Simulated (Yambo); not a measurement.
# WC (Qusongite) (P-6m2) in Yambo: a series of runs

Runs on WC (Qusongite). Level: PBEsol. Tasks: optical spectrum by the Bethe-Salpeter equation, G0W0 quasiparticle levels, optical spectrum.

Everything below comes from runs of Yambo 5.3.0. Logs are shortened: lines on timing, memory, paths and dates and some standing lists are left out, and cuts for length are marked.

## Step 1: The undisturbed crystal

Symmetry: P-6m2, No. 187, hexagonal system. Conventional cell: a = 2.907 Å, b = 2.907 Å, c = 2.837 Å, α = 90.00°, β = 90.00°, γ = 120.00°. Around W (site symmetry -6m2) lie 6 C at 2.20 Å. C (site symmetry -6m2) has 6 W at 2.20 Å as nearest neighbours.

## Step 2: Optical spectrum by the Bethe-Salpeter equation, PBEsol (cell squeezed)

File bse2.in:

```
optics
bse
bss
rim_cut
em1s
RandQpts= 1000000
RandGvec= 50 RL
Chimod= "HARTREE"
% BndsRnXs
 1 | 34 |
%
NGsBlkXs= 5 Ry
% LongDrXs
 1 | 0 | 0 |
%
BSKmod= "SEX"
BSEmod= "retarded"
BSSmod= "d"
% BSEQptR
 1 | 1 |
%
% BSEBands
 7 | 12 |
%
BSENGexx= 20 Ry
BSENGBlk= 5 Ry
% BEnRange
 0 | 20 | eV
%
% BDmRange
 0.1 | 0.1 | eV
%
BEnSteps= 200
% BLongDir
 1 | 0 | 0 |
%
BSEprop= "abs"
WRbsWF
```

File scf.in:

```
&CONTROL
  calculation = 'scf'
  prefix = 'pwscf'
  outdir = './tmp'
  pseudo_dir = './pseudo'
/
&SYSTEM
  ibrav = 0
  nat = 2
  ntyp = 2
  ecutwfc = 82
  nbnd = 15
  occupations = 'smearing'
  smearing = 'fd'
  degauss = 0.00367493
  force_symmorphic = .true.
/
&ELECTRONS
  conv_thr = 4d-10
  electron_maxstep = 120
  mixing_beta = 0.5
/
ATOMIC_SPECIES
W    183.8400 W.upf
C     12.0110 C.upf
CELL_PARAMETERS angstrom
   2.8268294234    0.0000000000    0.0000000000
  -1.4134147117    2.4481060928    0.0000000000
   0.0000000000    0.0000000000    2.7588454645
ATOMIC_POSITIONS crystal
W      0.0000000000    0.0000000000    0.0000000000
C      0.6666666667    0.3333333333    0.5000000000
K_POINTS automatic
12 12 10 0 0 0
```

File nscf.in:

```
&CONTROL
  calculation = 'nscf'
  prefix = 'pwscf'
  outdir = './tmp'
  pseudo_dir = './pseudo'
/
&SYSTEM
  ibrav = 0
  nat = 2
  ntyp = 2
  ecutwfc = 82
  nbnd = 159
  occupations = 'smearing'
  smearing = 'fd'
  degauss = 0.00367493
  force_symmorphic = .true.
/
&ELECTRONS
  conv_thr = 1d-08
  diago_full_acc = .true.
  diago_thr_init = 1d-06
/
ATOMIC_SPECIES
W    183.8400 W.upf
C     12.0110 C.upf
CELL_PARAMETERS angstrom
   2.8268294234    0.0000000000    0.0000000000
  -1.4134147117    2.4481060928    0.0000000000
   0.0000000000    0.0000000000    2.7588454645
ATOMIC_POSITIONS crystal
W      0.0000000000    0.0000000000    0.0000000000
C      0.6666666667    0.3333333333    0.5000000000
K_POINTS automatic
3 3 4 0 0 0
```

Potentials or basis: PseudoDojo 0.4.1 SR PBEsol standard.

Started as:

```bash
$ OMP_NUM_THREADS=1 pw.x -in scf.in > scf.out
$ OMP_NUM_THREADS=1 pw.x -in nscf.in > nscf.out
$ cd tmp/pwscf.save; p2y; mv SAVE ../..; cd ../..
$ OMP_NUM_THREADS=1 yambo
$ mkdir -p bse2; ln -s $PWD/g0w00/ndb.RIM bse2/
$ OMP_NUM_THREADS=1 yambo -F bse2.in -J bse2 -C bse2_out
$ OMP_NUM_THREADS=1 ypp -J bse2 -C bse2_out -e s -b 1
```

Yambo's report:

```text
[... sections 02.01 to 02.04 as in the set-up run ...]

  [02.05] Energies & Occupations
  ==============================

  [X] === General ===
  [X] Electronic Temperature                        :  0.258606E-1   300.100    [eV K]
  [X] Bosonic    Temperature                        :  0.258606E-1   300.100    [eV K]
  [X] Finite Temperature mode                       : yes
  [X] El. density                                   :  0.94279E+24 [cm-3]
  [X] Fermi Level                                   :  23.07674 [eV]

  [X] === Gaps and Widths ===
  [X] Conduction Band Min                           :  23.07674 [eV]
  [X] Valence Band Max                              :  23.07674 [eV]
  [X] Filled Bands                                  :   8
  [X] Metallic Bands                                :   9  10
  [X] Empty Bands                                   :   11  159

  [X] === Metallic Characters ===
  [X] N of el / N of met el                         :  18.00000   2.11111
  [X] Average metallic occ.                         :  0.263889

  [WARNING] [X] Metallic system

 [03] Transferred momenta grid and indexing
 ==========================================

 [BZ sampling] Q-grid is User defined and/or read from the database

 IBZ Q-points                                      :   9
 BZ  Q-points                                      :   36

 K/Q-points units:
 rlu = crystal or reduced units; cc = cartesian coordinates; iku = interal k-units

 Q [1]          [rlu]:  0.000000  0.000000  0.000000
 Q [2]          [rlu]:  0.000000  0.000000  0.250000
 Q [3]          [rlu]:  0.000000  0.000000 -0.500000
 Q [4]          [rlu]: -0.14366E-17  0.33333       0.0000
 Q [5]          [rlu]: -0.14366E-17  0.33333      0.25000
 Q [6]          [rlu]: -0.14366E-17  0.33333     -0.50000
 Q [7]          [rlu]:  0.333333  0.333333  0.000000
 Q [8]          [rlu]:  0.333333  0.333333  0.250000
 Q [9]          [rlu]:  0.333333  0.333333 -0.500000

  [03.01] X + BSE indexes
  =======================

   [03.01.01] Sigma indexes
   ========================

   [WR./SAVE//ndb.kindx]-----------------------------------------------------------
    Fragmentation                                    : no
    Polarization last K ( bz)                        :   36
    Polarization last K (ibz)                        :   9
    QP states                                        :   1   9
    X grid is uniform                                : yes
    Grids (string)                                   :  X B S
    Grids (int-vector)                               :  1  1  0  1

 [04] Coloumb potential Random Integration (RIM)
 ===============================================

 Summary of Coulomb integrals for non-metallic bands |Q|[au] RIM/Bare

 Q [1] 0.100000E-4 0.977168 * Q [2] 0.301296 0.908973
 Q [4] 0.452720 1.108823 * Q [5] 0.543815 1.052201
 Q [3] 0.602592 0.982451 * Q [6] 0.753706 1.009388
 Q [7] 0.784134 1.037171 * Q [8] 0.840027 1.028235
 Q [9] 0.988930 1.013873

 [WARNING] [Xs] User bands 1-34 break level degeneracy

 [WARNING] [BS] User bands 7-12 break level degeneracy

 [05] Dipoles
 ============

  [05.01] Setup: observables and procedures
  =========================================

  [WF-Oscillators/G space/Transverse up loader] Normalization (few states)  min/max  :  0.14323E-16   1.0000

  [WR./bse2//ndb.dipoles]---------------------------------------------------------
   Brillouin Zone Q/K grids (IBZ/BZ)                :    9   36    9   36
   RL vectors                                       :  2147 [WF]
   Fragmentation                                    : yes
   Electronic Temperature                           :  300.1000 [K]
   Bosonic    Temperature                           :  300.1000 [K]
   DIP band range                                   :    1   34
   DIP band range limits                            :  10   9
   DIP e/h energy range                             : -1.000000 -1.000000 [eV]
   RL vectors in the sum                            :  2147
   [r,Vnl] included                                 : yes
   Bands ordered                                    : yes
   Direct v evaluation                              : no
   Approach used                                    : G-space v
   Dipoles computed                                 : R V P [G-space]
   Wavefunctions                                    : Perdew, Burke & Ernzerhof SOL(X)+Perdew, Burke & Ernzerhof SOL(C)

  [WARNING] [r,Vnl^pseudo] included in position and velocity dipoles.

  [WARNING] In case H contains other non local terms, these are neglected

 [06] Static Dielectric Matrix
 =============================

 [WR./bse2//ndb.em1s]------------------------------------------------------------
  Brillouin Zone Q/K grids (IBZ/BZ)                :    9   36    9   36
  RL vectors                                       :  2147 [WF]
  Coulomb cutoff potential                         : none
  Fragmentation                                    : yes
  Electronic Temperature                           :  300.1000 [K]
  Bosonic    Temperature                           :  300.1000 [K]
  Static diel. fun.  energies                      : Perdew, Burke & Ernzerhof SOL(X)+Perdew, Burke & Ernzerhof SOL(C)
  wavefunctions                                    : Perdew, Burke & Ernzerhof SOL(X)+Perdew, Burke & Ernzerhof SOL(C)
  Global Gauge                                     : length
  X matrix size                                    :  27
  X band range                                     :    1   34
  X e/h energy range                               : -1.000000 -1.000000 [eV]
  X Time ordering                                  : R
  X Hxc Kernel                                     : HARTREE
  X Drude frequency                                :  0.000000  0.000000
  X poles                                          :  100.0000 [o/o]
  RL vectors in the sum                            :  2147
  [r,Vnl] included                                 : yes
  Field direction                                  :  0.100000E-4   0.00000      0.00000
  BZ energy Double Grid                            : no
  BZ energy DbGd points                            : 0
  BZ Q point size factor                           : -1.000000
  X Optical Averaged directions                    : none
 [X-CG] R(p) Tot o/o(of R):   1714   8212    100

 [WARNING] The system is a metal but Drude term not included.
 [WR./bse2//ndb.em1s_fragment_1]-------------------------------------------------
  Current Q-pt index                               :  1
  X energy range                                   :  0.000000  0.000000 eV
  X damping range                                  :  0.001000  0.001000 eV
  Number of frequencies                            :  1
 [X-CG] R(p) Tot o/o(of R):   2289   8212    100
 [WR./bse2//ndb.em1s_fragment_2]-------------------------------------------------
  Current Q-pt index                               :  2
  X energy range                                   :  0.000000  0.000000 eV
  X damping range                                  :  0.001000  0.001000 eV
  Number of frequencies                            :  1
 [X-CG] R(p) Tot o/o(of R):   1724   8214    100
 [X-CG] R(p) Tot o/o(of R):   3010   8211    100
 [X-CG] R(p) Tot o/o(of R):   4007   8211    100
 [X-CG] R(p) Tot o/o(of R):   3016   8211    100
 [X-CG] R(p) Tot o/o(of R):   2345   8211    100
 [X-CG] R(p) Tot o/o(of R):   3113   8212    100
 [X-CG] R(p) Tot o/o(of R):   2352   8212    100

 [07] Bethe Salpeter Equation driver
 ===================================

  [07.01] Bethe Salpeter Equation @q1
  ===================================

   [07.01.01] Transition pre-analysis @q1
   ======================================

   [07.01.02] Transition Groups build-up @q1
   =========================================

   [BSK] Transition groups (total):   9
   [BSK] Size (resonant):   333
   [BSK]         (total):   333
   [BSK] N. of matrices :  1

   [07.01.03] Loading Dipoles @q1
   ==============================

   [07.01.04] Independent Particles properties @q1
   ===============================================

   [WARNING] The system is a metal but Drude term not included.

   [07.01.05] BSE Kernel @q1 (Resonant CORRRELATION EXCHANGE)
   ==========================================================

   [BSE] Exchange components :  211
   [BSE] Correlation components :   27  133

    [07.01.05.01] Screened interaction header I/O
    =============================================

    [07.01.05.02] Main kernel loop
    ==============================

    [WR./bse2//ndb.BS_Q1_CPU_0]-----------------------------------------------------
     Brillouin Zone Q/K grids (IBZ/BZ)                :    9   36    9   36
     RL vectors                                       :  2147 [WF]
     Coulomb cutoff potential                         : none
     Parallel CPUs
     Parallel Roles
     Fragmentation                                    : no
     BS kernel          wavefunctions                 : Perdew, Burke & Ernzerhof SOL(X)+Perdew, Burke & Ernzerhof SOL(C)
     Static diel. fun.  energies                      : Perdew, Burke & Ernzerhof SOL(X)+Perdew, Burke & Ernzerhof SOL(C)
     wavefunctions                                    : Perdew, Burke & Ernzerhof SOL(X)+Perdew, Burke & Ernzerhof SOL(C)
     [K] Identifier                                   :   5120
     [K] Dimension                                    :   333
     [K] Bands                                        :   7  12
     [K] Exchange                                     : yes [res]
     [K] Correlation                                  : yes [res]
     [K] Kernel`s coupling                            : no
     [K] Exchange                                     : no [cpl]
     [K] Correlation                                  : no [cpl]
     [K] W interaction is bare                        : no
     [K] ALDA kernel in R-space                       : no
     [K] RL vectors                                   :  211 [exchange]
     [K] RL vectors                                   :  27 [correlation]
     [K] E/h energy range                             : -1.000000 -1.000000 [eV]
     [K] Coupling range                               :  100.0000  100.0000 [o/o]
     [W] Interaction is diagonal                      : no
     [W] Matrix size                                  :  27
     [W] Bands                                        :    1   34
     [W] e/h energy range                             : -1.000000 -1.000000 [eV]
     [W] Poles                                        :  100.0000 [o/o]
     [W] RL vectors in the sum                        :  2147
     [W] [r,Vnl] included                             : yes
     [W] Field direction                              :  0.100000E-4   0.00000      0.00000
     [W] Coulomb Cutoff                               : none
     [W] Hxc Kernel                                   : HARTREE
     [RIM] RL components                              :   59 [col]
     [RIM] Random points                              :  1000000 [col]
     [SOC] Perturbative SOC                           : no
     [K] Kernel long-range exchange                   : BAR

    [07.01.05.03] Wave-Function Phases
    ==================================

    [BSE] WF phases found       :  45.37037 [o/o]

   [07.01.06] BSE solver(s) @q1
   ============================

   [07.01.07] Diago Solver @q1
   ===========================

   [WR./bse2//ndb.BS_diago_Q1]-----------------------------------------------------
    BS kernel          energies                      : Perdew, Burke & Ernzerhof SOL(X)+Perdew, Burke & Ernzerhof SOL(C)
    [K] Identifier                                   :   5120
    [K] Dimension                                    :   333
    [K] Bands                                        :   7  12
    [K] Exchange                                     : yes [res]
    [K] Correlation                                  : yes [res]
    [K] Kernel`s coupling                            : no
    [K] Exchange                                     : no [cpl]
    [K] Correlation                                  : no [cpl]
    [K] W interaction is bare                        : no
    [K] ALDA kernel in R-space                       : no
    [K] RL vectors                                   :  211 [exchange]
    [K] RL vectors                                   :  27 [correlation]
    [K] E/h energy range                             : -1.000000 -1.000000 [eV]
    [K] Coupling range                               :  100.0000  100.0000 [o/o]
    [W] Interaction is diagonal                      : no
    [W] Matrix size                                  :  27
    [W] Bands                                        :    1   34
    [W] e/h energy range                             : -1.000000 -1.000000 [eV]
    [W] Poles                                        :  100.0000 [o/o]
    [W] RL vectors in the sum                        :  2147
    [W] [r,Vnl] included                             : yes
    [W] Field direction                              :  0.100000E-4   0.00000      0.00000
    [W] Coulomb Cutoff                               : none
    [W] Hxc Kernel                                   : HARTREE
    [RIM] RL components                              :   59 [col]
    [RIM] Random points                              :  1000000 [col]
    [SOC] Perturbative SOC                           : no
    [K] Kernel long-range exchange                   : BAR
    [BSS] Eigenstates included                       : yes
    [BSS] Field direction                            :  0.100000E-4   0.00000      0.00000
    [BSS] Eigenstates computed                       :   333
    [BSS] Number of BSE matrices                     :  1
```

Run time: 38 s. Hardware: 1 thread of Intel Xeon 6975P-C (Granite Rapids), shared host; peak memory 0.25 GiB.

Results:

```
Band gap on the k mesh, mean-field level : none (metal or under the smearing width)
```

Dielectric function (along the field direction of the input):
| energy (eV) | real part | imaginary part |
| --- | --- | --- |
| 0.80 | -130.00 | 45.87 |
| 1.41 | -27.15 | 6.79 |
| 2.11 | -0.43 | 2.29 |
| 2.71 | 11.34 | 1.95 |
| 3.42 | 34.47 | 18.77 |
| 4.02 | 49.25 | 25.78 |
| 4.72 | -17.16 | 9.43 |
| 5.43 | 8.28 | 17.91 |
| 6.03 | 0.79 | 5.91 |
| 6.73 | 9.20 | 37.66 |
| 7.34 | -10.96 | 7.44 |
| 8.04 | -5.61 | 4.68 |
| 8.74 | -5.50 | 5.58 |
| 9.35 | -9.72 | 2.67 |
| 10.05 | -0.94 | 2.87 |
| 10.65 | -7.59 | 11.01 |
| 11.36 | -7.18 | 1.82 |
| 11.96 | -5.33 | 0.32 |
| 12.66 | -3.87 | 0.15 |
| 13.37 | -3.03 | 0.10 |
| 13.97 | -2.51 | 0.07 |
| 14.67 | -2.05 | 0.06 |
| 15.28 | -1.74 | 0.05 |
| 15.98 | -1.44 | 0.04 |
| 16.68 | -1.19 | 0.03 |
| 17.29 | -1.00 | 0.03 |
| 17.99 | -0.82 | 0.02 |
| 18.59 | -0.68 | 0.02 |
| 19.30 | -0.55 | 0.02 |
| 20.00 | -0.42 | 0.02 |

Caveat: the k mesh is coarse (spacing up to 0.86 Å⁻¹), so the values aren't converged; the intraband (Drude) term of the metal is left out; the ground state has no gap, which makes the many-body step unreliable; the transitions start from uncorrected Kohn-Sham levels, so peaks lie too low; exciton energies and binding change strongly with the k mesh and aren't converged on this one; spectra need much finer meshes, so this one isn't converged.

(Part 1 of 3 ends here.)
